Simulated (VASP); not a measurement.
# Se (R-3m) in VASP: a series of runs

Runs on Se. Level: PBE. Tasks: relaxation of cell and atoms.

Everything below comes from runs of VASP 6.6.1. Logs are shortened: lines on timing, memory, paths and dates and some standing lists are left out, and cuts for length are marked.

## Step 1: The crystal as given

It takes space group R-3m (No. 166, trigonal). Conventional cell: a = 3.850 Å, b = 3.850 Å, c = 2.645 Å, α = 90.00°, β = 90.00°, γ = 120.00°. Se (site symmetry -3m) has 8 Se at 2.39 to 2.65 Å as nearest neighbours.

This isn't the form of Se at room conditions, which is trigonal, of chains.

## Step 2: Relaxation of cell and atoms, PBE, target pressure 125 GPa, at which the enthalpy is minimised

Input file INCAR:

```
ALGO     = Fast           # electronic algorithm
EDIFF    = 1E-7           # SCF threshold, eV
EDIFFG   = -0.002         # ionic threshold
ENCUT    = 520            # plane-wave cutoff, eV
GGA      = PE             # functional
IBRION   = 2              # ionic algorithm
ISIF     = 3              # what is computed and relaxed
ISMEAR   = 0              # smearing method
LASPH    = T              # aspherical terms in the spheres
LCHARG   = F              # write CHGCAR
LREAL    = F              # projectors in reciprocal space
LWAVE    = F              # write WAVECAR
NELM     = 80             # most SCF steps
NSW      = 80             # ionic steps
PREC     = Accurate       # precision mode
PSTRESS  = 1250.0       
SIGMA    = 0.02           # smearing width, eV
```

Input file KPOINTS:

```
k-points
0
Gamma
  21 21 21
```

Input file POSCAR:

```
Se
1.0
    1.9250000000      1.1113992700      0.8816666700
   -1.9250000000      1.1113992700      0.8816666700
    0.0000000000     -2.2227985400      0.8816666700
Se
1
Direct
    0.0000000000      0.0000000000      0.0000000000
```

Potentials or basis: VASP PAW PBE potentials, release 64 (Se).

On the command line:

```
$ cat potpaw_PBE.64/Se/POTCAR > POTCAR
$ mpirun -np 1 vasp_std > vasp.out
```

OUTCAR:

```text
EDIFF = 1E-7
   EDIFFG = -0.002
   ENCUT = 520
   GGA = PE
   IBRION = 2
   ISIF = 3
   ISMEAR = 0
   LASPH = T
   LREAL = F
   NELM = 80
   NSW = 80
   PREC = Accurate
   PSTRESS = 1250.0

 ion  position               nearest neighbor table
   1  0.000  0.000  0.000-

  LATTYP: Found a trigonal (rhomboedric) cell.
 ALAT       =     2.3912694232
 COS(alpha) =    -0.2960878580

  Lattice vectors:

 A1 = (   1.9250000000,   1.1113992700,   0.8816666700)
 A2 = (  -1.9250000000,   1.1113992700,   0.8816666700)
 A3 = (   0.0000000000,  -2.2227985400,   0.8816666700)

Analysis of symmetry for initial positions (statically):
=====================================================================
 Subroutine PRICEL returns:
 Original cell was already a primitive cell.

 Routine SETGRP: Setting up the symmetry group for a
 trigonal (rhombohedral) supercell.

 Subroutine GETGRP returns: Found 12 space group operations
 (whereof 12 operations were pure point group operations)
 out of a pool of 12 trial point group operations.

The static configuration has the point symmetry D_3d.

Analysis of symmetry for dynamics (positions and initial velocities):
=====================================================================
 Subroutine PRICEL returns:
 Original cell was already a primitive cell.

 Routine SETGRP: Setting up the symmetry group for a
 trigonal (rhombohedral) supercell.

 Subroutine GETGRP returns: Found 12 space group operations
 (whereof 12 operations were pure point group operations)
 out of a pool of 12 trial point group operations.

The dynamic configuration has the point symmetry D_3d.

 Subroutine INISYM returns: Found 12 space group operations
 (whereof 12 operations are pure point group operations),
 and found     1 'primitive' translations

----------------------------------------------------------------------------------------

                                     Primitive cell

  volume of cell :      11.3177

  direct lattice vectors                    reciprocal lattice vectors
     1.925000000  1.111399270  0.881666670     0.259740260  0.149961109  0.378071832
    -1.925000000  1.111399270  0.881666670    -0.259740260  0.149961109  0.378071832
     0.000000000 -2.222798540  0.881666670     0.000000000 -0.299922217  0.378071832

  length of vectors
     2.391269423  2.391269423  2.391269426     0.482588486  0.482588486  0.482588486

  position of ions in fractional coordinates (direct lattice)
     0.000000000  0.000000000  0.000000000

  ion indices of the primitive-cell ions
   primitive index   ion index
                 1           1

----------------------------------------------------------------------------------------

 KPOINTS: k-points

Automatic generation of k-mesh.
 Grid dimensions read from file:
 generate k-points for:   21   21   21

 Generating k-lattice:

  Cartesian coordinates                     Fractional coordinates (reciprocal lattice)
     0.012368584  0.007141005  0.018003421     0.047619048  0.000000000  0.000000000
    -0.012368584  0.007141005  0.018003421     0.000000000  0.047619048  0.000000000
     0.000000000 -0.014282010  0.018003421     0.000000000  0.000000000  0.047619048

  Length of vectors
     0.022980404  0.022980404  0.022980404

  Shift w.r.t. Gamma in fractional coordinates (k-lattice)
     0.000000000  0.000000000  0.000000000

 Subroutine IBZKPT returns following result:
 ===========================================

 Found    891 irreducible k-points:

 Following reciprocal coordinates:
            Coordinates               Weight
  0.000000  0.000000  0.000000      1.000000
  0.047619  0.000000  0.000000      6.000000
  0.095238  0.000000  0.000000      6.000000
  0.142857  0.000000  0.000000      6.000000
  0.190476  0.000000  0.000000      6.000000
  0.238095  0.000000  0.000000      6.000000
[... 16 lines left out ...]
 -0.428571  0.047619  0.000000     12.000000
 -0.380952  0.047619  0.000000     12.000000
 [... further k-points ...]
   k-points           NKPTS =    891   k-points in BZ     NKDIM =    891   number of bands    NBANDS=      7
   number of dos      NEDOS =    301   number of ions     NIONS =      1
   total plane-waves  NPLWV =   5832
   dimension x,y,z NGX =    18 NGY =   18 NGZ =   18
   dimension x,y,z NGXF=    36 NGYF=   36 NGZF=   36
   ions per type =               1
   NGX,Y,Z   is equivalent  to a cutoff of  12.51, 12.51, 12.51 a.u.
   NGXF,Y,Z  is equivalent  to a cutoff of  25.03, 25.03, 25.03 a.u.
 SYSTEM =  unknown system
   PREC   = accura    normal or accurate (medium, high low for compatibility)
   ISTART =      0    job   : 0-new  1-cont  2-samecut
   ICHARG =      2    charge: 1-file 2-atom 10-const
   ISPIN  =      1    spin polarized calculation?
   LNONCOLLINEAR =      F non collinear calculations
   LSORBIT =      F    spin-orbit coupling
   LASPH  =      T    aspherical Exc in radial PAW
   ENCUT  =  520.0 eV  38.22 Ry    6.18 a.u.   4.45  4.45  4.45*2*pi/ulx,y,z
   NELM   =     80;   NELMIN=  2; NELMDL= -5     # of ELM steps
   EDIFF  = 0.1E-06   stopping-criterion for ELM
   LREAL  =      F    real-space projection
   EDIFFG = -.2E-02   stopping-criterion for IOM
   NSW    =     80    number of steps for IOM
   IBRION =      2    ionic relax: 0-MD 1-quasi-New 2-CG
   NFREE  =      1    steps in history (QN), initial steepest desc. (CG)
   ISIF   =      3    stress and relaxation
   ISYM   =      2    0-nonsym 1-usesym 2-fastsym
   POTIM  = 0.5000    time-step for ionic-motion
   TEBEG  =    0.0;   TEEND  =   0.0 temperature during run
   PSTRESS= 1250.0 pullay stress
   NELECT =       6.0000    total number of electrons
   NUPDOWN=      -1.0000    fix difference up-down
   EMIN   =  10.00;   EMAX   =-10.00  energy-range for DOS
   EFERMI =   0.00;   METHOD = LEGACY
   ISMEAR =     0;   SIGMA  =   0.02  broadening in eV -4-tet -1-fermi 0-gaus
   EFERMI_NEDOS =   21; number of points for ismear=-14 and -15
   IALGO  =     68    algorithm
   IMIX   =      4    mixing-type and parameters
     AMIX     =   0.40;   BMIX     =  1.00
     AMIX_MAG =   1.60;   BMIX_MAG =  1.00
  volume/ion in A,a.u.               =      11.32        76.38
  Fermi-wavevector in a.u.,A,eV,Ry     =   1.324971  2.503832 23.885687  1.755548
  Thomas-Fermi vector in A             =   2.454466
   LORBIT       =      0    0 simple, 1 ext, 2 COOP (PROOUT), +10 PAW based schemes
   GGA     = PE    functional components
   LHFCALC =     F    Hartree Fock is set to
   AEXX    =    0.0000 exact exchange contribution
   IVDW    =     0    specifies the selected vdW correction
   LEPSILON=     F    determine dielectric tensor
   LRPA    =     F    only Hartree local field effects (RPA)
 conjugate gradient relaxation of ions
 non-spin polarized calculation
 RMM-DIIS sequential band-by-band and
 Gauss-broadening in eV      SIGMA  =   0.02
  energy-cutoff  :      520.00
  volume of cell :       11.32
 maximum number of plane-waves:       315
 NGX is ok and might be reduce to    18
   NGX =  9   NGY =  9   NGZ =  9

--------------------------------------- Ionic step        1  -------------------------------------------

 number of electron       6.0000000 magnetization

 Free energy of the ion-electron system (eV)
  ---------------------------------------------------
  ext. energy  EPLUGINS =         0.00000000
  ---------------------------------------------------
  free energy    TOTEN  =        -0.27462895 eV

  energy without entropy =       -0.27459317  energy(sigma->0) =       -0.27461106

------------------------ aborting loop because EDIFF is reached ----------------------------------------

  FORCE on cell =-STRESS in cart. coord.  units (eV):
  Direction    XX          YY          ZZ          XY          YZ          ZX
  --------------------------------------------------------------------------------------
  -------------------------------------------------------------------------------------
  Total       11.4330104     11.4330105     11.2887651      0.0000000      0.0000000      0.0000000
  in kB     1618.5073156   1618.5073208   1598.0873132      0.0000000      0.0000000      0.0000000
  external PRESSURE =     361.7006499 kB  Pullay stress =    1250.0000000 kB
[... 22 lines left out ...]
  enthalpy is  TOTEN    =         8.5552743090 eV   P V=        8.8299032566

--------------------------------------- Ionic step        2  -------------------------------------------

 number of electron       6.0000002 magnetization

 E-fermi :   8.7635     XC(G=0): -11.7050

 val. band max:        8.7581740534   @ k =  -0.2381   0.3810   0.1905
 cond. band min:       8.7691471245   @ k =   0.1905   0.1429   0.0952
 fundamental gap:      0.0109730711
 Fermi energy:         8.7635131764

 k-point     1 :       0.0000    0.0000    0.0000
  band No.  band energies     occupation
      1      -9.8819      2.00000
      2      11.9871      0.00000
      3      13.5063      0.00000
      4      13.5063      0.00000
      5      20.5659      0.00000
      6      20.5659      0.00000
      7      21.5630      0.00000
[... 221 lines left out ...]
 k-point    24 :      -0.3810    0.0476    0.0000
  band No.  band energies     occupation
      1      -6.7740      2.00000
      2       2.1641      2.00000
      3      10.0424      0.00000
      4      12.1321      0.00000
      5      17.3648      0.00000
      6      17.7121      0.00000
      7      25.9234      0.00000

 [... further k-points ...]

------------------------ aborting loop because EDIFF is reached ----------------------------------------

  FORCE on cell =-STRESS in cart. coord.  units (eV):
  Direction    XX          YY          ZZ          XY          YZ          ZX
  --------------------------------------------------------------------------------------
  -------------------------------------------------------------------------------------
  Total        2.7808760      2.7808760      3.6158335      0.0000000      0.0000000      0.0000000
  in kB      277.7787177    277.7787195    361.1817269      0.0000000      0.0000000      0.0000000
  external PRESSURE =    -944.4202787 kB  Pullay stress =    1250.0000000 kB
[... 244 lines left out ...]
  enthalpy is  TOTEN    =         8.4754460471 eV   P V=        9.4366961030

--------------------------------------- Ionic step        9  -------------------------------------------

 number of electron       6.0000000 magnetization

 Free energy of the ion-electron system (eV)
  ---------------------------------------------------
  ext. energy  EPLUGINS =         0.00000000
  ---------------------------------------------------
  free energy    TOTEN  =        -0.93471950 eV

  energy without entropy =       -0.93465866  energy(sigma->0) =       -0.93468908

 E-fermi :  13.7099     XC(G=0): -13.1176

 val. band max:       13.6968615380   @ k =  -0.0952  -0.4286   0.0476
 cond. band min:      13.7127722291   @ k =  -0.4286   0.2381   0.1429
 fundamental gap:      0.0159106911
 Fermi energy:        13.7098923502

 k-point     1 :       0.0000    0.0000    0.0000
  band No.  band energies     occupation
      1      -8.9895      2.00000
      2      18.6032      0.00000
      3      20.7734      0.00000
      4      20.7734      0.00000
      5      25.8355      0.00000
      6      25.8355      0.00000
      7      28.1501      0.00000
[... 221 lines left out ...]
 k-point    24 :      -0.3810    0.0476    0.0000
  band No.  band energies     occupation
      1      -4.7673      2.00000
      2       5.0137      2.00000
      3      15.6225      0.00000
      4      18.1864      0.00000
      5      22.2971      0.00000
      6      23.3941      0.00000
      7      32.9522      0.00000

 [... further k-points ...]

------------------------ aborting loop because EDIFF is reached ----------------------------------------

  FORCE on cell =-STRESS in cart. coord.  units (eV):
  Direction    XX          YY          ZZ          XY          YZ          ZX
  --------------------------------------------------------------------------------------
  -------------------------------------------------------------------------------------
  Total        9.4119903      9.4119904      9.4082112      0.0000000      0.0000000      0.0000000
  in kB     1250.2630697   1250.2630789   1249.7610625      0.0000000      0.0000000      0.0000000
  external PRESSURE =       0.0957371 kB  Pullay stress =    1250.0000000 kB
[... 16 lines left out ...]
  FREE ENERGIE OF THE ION-ELECTRON SYSTEM (eV)
  ---------------------------------------------------
  free  energy   TOTEN  =        -0.9347195008 eV

  energy  without entropy=       -0.9346586557  energy(sigma->0) =       -0.93468908

  enthalpy is  TOTEN    =         8.4752904359 eV   P V=        9.4100099367

 reached required accuracy - stopping structural energy minimisation
```

Run time: 2.4 min. Hardware: 1 thread of Intel Xeon Platinum 8488C (Sapphire Rapids), shared host; peak memory 0.21 GiB.

Results:

```
Free energy                                            : -0.9347 eV
Relaxed volume                                         : 12.06 Å³/atom
Relaxed cell                                           : a = 2.441 Å, b = 2.441 Å, c = 2.441 Å, α = 107.17°, β = 107.17°, γ = 107.17°
Space group after relaxing (to 0.05 Å)                 : R-3m (No. 166)
Energy change on relaxing (the enthalpy is what falls) : -660.1 meV/atom
Ionic steps                                            : 9
Pressure after relaxing                                : 125.0 GPa
Band gap on the k mesh                                 : none (metal or under the smearing width)
```

Step by step:
```tsv
step	energy change (eV)	largest force (eV/Å)	pressure (GPa)	volume (Å³)
1	0.0000	0.0000	161.17	11.32
2	-2.3489	0.0000	30.56	16.04
3	-0.7479	0.0000	120.09	12.18
4	-0.6622	0.0000	124.74	12.06
5	-0.6503	0.0000	125.40	12.05
6	-0.6534	0.0000	125.41	12.05
7	-0.6530	0.0000	125.40	12.05
8	-0.6866	0.0000	123.57	12.10
9	-0.6601	0.0000	125.01	12.06
```

Final structure:
```yaml
crystal:
  lattice:
    - [1.96461, 1.13427, 0.90208]
    - [-1.96461, 1.13427, 0.90208]
    - [0.00000, -2.26854, 0.90208]
  atoms:
    - { symbol: Se, position: [0.00000, 0.00000, 0.00000] }
```

Caveat: the cell is relaxed towards a set pressure, so the enthalpy falls and the energy may rise. Zero-point motion and thermal expansion aren't in these numbers.

## Step 3: Relaxation of cell and atoms, PBE, target pressure 125 GPa, at which the enthalpy is minimised

This run uses another cell than the first one, of 12.06 Å³/atom, 1.066 times its volume.

INCAR is that of step 2.

KPOINTS is that of step 2.

Input file POSCAR:

```
Se                                      
1.0
    1.9646124782      1.1342695473      0.9020824434
   -1.9646124782      1.1342695473      0.9020824434
   -0.0000000000     -2.2685390946      0.9020824434
  Se            
     1
Direct
     0.0000000000000000    0.0000000000000000    0.0000000000000000
```

Potentials or basis: VASP PAW PBE potentials, release 64 (Se).

On the command line:

```
$ cat potpaw_PBE.64/Se/POTCAR > POTCAR
$ mpirun -np 1 vasp_std > vasp.out
```

It took 48 s on 1 thread of Intel Xeon Platinum 8488C (Sapphire Rapids), shared host; peak memory 0.19 GiB.

The run converged. Its results:

* Free energy: -0.9352 eV
* Energy change on relaxing (the enthalpy is what falls): -0.3 meV/atom
* Ionic steps: 4
* Pressure after relaxing: 125.0 GPa
* Band gap on the k mesh: none (metal or under the smearing width)

Step by step:
| step | energy change (eV) | largest force (eV/Å) | pressure (GPa) | volume (Å³) |
| --- | --- | --- | --- | --- |
| 1 | 0.0000 | 0.0000 | 125.02 | 12.06 |
| 2 | -0.0019 | 0.0000 | 124.90 | 12.06 |
| 3 | -0.0005 | 0.0000 | 124.97 | 12.06 |
| 4 | -0.0003 | 0.0000 | 125.00 | 12.06 |

Final structure:
```
Se
1.0
     1.96465    1.13429    0.90208
    -1.96465    1.13429    0.90208
     0.00000   -2.26859    0.90208
Se
1
Direct
  0.00000 0.00000 0.00000
```

Levels at points of the mesh, in eV from the Fermi level:
```
           k point  band 1  band 2  band 3  band 4  band 5  band 6
(0.00, 0.00, 0.00)  -22.70    4.89    7.06    7.06   12.13   12.13
```

Caveat: the cell is relaxed towards a set pressure, so the enthalpy falls and the energy may rise.
